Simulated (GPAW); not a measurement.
Set up this calculation in GPAW 26.7.0, as an ASE script.

```
Task                : single point
Functional          : PBEsol
Potentials or basis : PAW data sets generated in the run's folder for this functional
Cutoff              : 600 eV
Basis               : pw
k mesh              : 12 × 12 × 12
Occupations         : fermi-dirac, width 0.05 eV
Spin                : no spin polarisation
Hubbard terms       : Pt d U = 6 eV
Maxiter             : 150
```

The structure of Pt lies in Pt.xyz:

```xyz
1
Lattice="0.0000000000 1.9609000000 1.9609000000 1.9609000000 0.0000000000 1.9609000000 1.9609000000 1.9609000000 0.0000000000" Properties=species:S:1:pos:R:3 pbc="T T T"
Pt     0.0000000000      0.0000000000      0.0000000000
```

These files were run (other wordings do the same):

run.py

```python
from ase.dft.bandgap import bandgap
from ase.io import read, write
from ase.units import GPa
from gpaw import GPAW, PW, setup_paths

setup_paths.insert(0, '.')

atoms = read('Pt.xyz')

calc = GPAW(mode=PW(600),
            xc='PBEsol',
            kpts={'size': (12, 12, 12), 'gamma': True},
            occupations={'name': 'fermi-dirac', 'width': 0.05},
            setups={'Pt': ':d,6.0'},
            nbands=17,
            convergence={'density': 1e-05, 'energy': 1e-05},
            maxiter=150,
            txt='gpaw.txt')
atoms.calc = calc
energy = atoms.get_potential_energy()
forces = atoms.get_forces()
stress = atoms.get_stress()
calc.write('gs.gpw')
write('result.traj', atoms)
print(f'Energy: {energy:.6f} eV')
print('Forces (eV/A):')
print(forces.round(4))
print('Stress (GPa):', (stress / GPa).round(3))
print('Fermi level:', round(calc.get_fermi_level(), 4), 'eV')
print(f'Gap: {bandgap(calc)[0]:.4f} eV, direct: {bandgap(calc, direct=True)[0]:.4f} eV')
```

Potentials or basis: PAW data sets generated in the run's folder for this functional, pw.

Run with:

```sh
$ gpaw-setup -f PBEsol Pt
$ OMP_NUM_THREADS=1 python run.py
```

Results of the run:

| Item | Value |
| --- | --- |
| Pressure | -10.7 GPa |
| Band gap on the k mesh | none (metal or under the smearing width) |

Caveat: U without spin polarisation on a metal has little footing; the U is typed as a test and isn't derived for this compound.

Run time: 17 s on 1 thread of Arm Neoverse V1, on a shared host, peak memory 0.13 GiB.
